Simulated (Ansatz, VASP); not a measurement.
Ni in VASP and in Ansatz

```
Ni
1.0
     2.50661    0.00000    0.00000
    -1.25331    2.17079    0.00000
     0.00000    0.00000    4.12037
Ni
2
Cartesian
  0.0000 1.4472 1.0301
  1.2533 0.7236 3.0903
```

Alike in both runs: functional RPBE; k mesh 14 × 14 × 8; occupations fermi-dirac, width 0.1 eV; no spin polarisation.

Ansatz relaxed the structure, and its values are those at the end. VASP's run is a single point on that final structure, the one shown.

|  | VASP | Ansatz |
| --- | --- | --- |
| version | VASP 6.6.1 | Ansatz 0.2.0 |
| potentials or method | VASP PAW PBE potentials, release 64 (Ni) | plane waves (420 eV) with PAW, scalar-relativistic |
| plane-wave cutoff (eV) | 520 | 420 |
| valence electrons in the cell | 20 | 36 |

```csv
,VASP,Ansatz,Ansatz less VASP
pressure (GPa),0.3,0.0,-0.30
```

The two sets of potentials don't hold the same shells in valence.

Caveats: the PAW data sets were made with another functional, which shifts forces and pressure a little (VASP); the run has no spin polarisation, though such a crystal can be magnetic. Spin polarisation is off, so any magnetic state and its effect on volume and gap are missing.
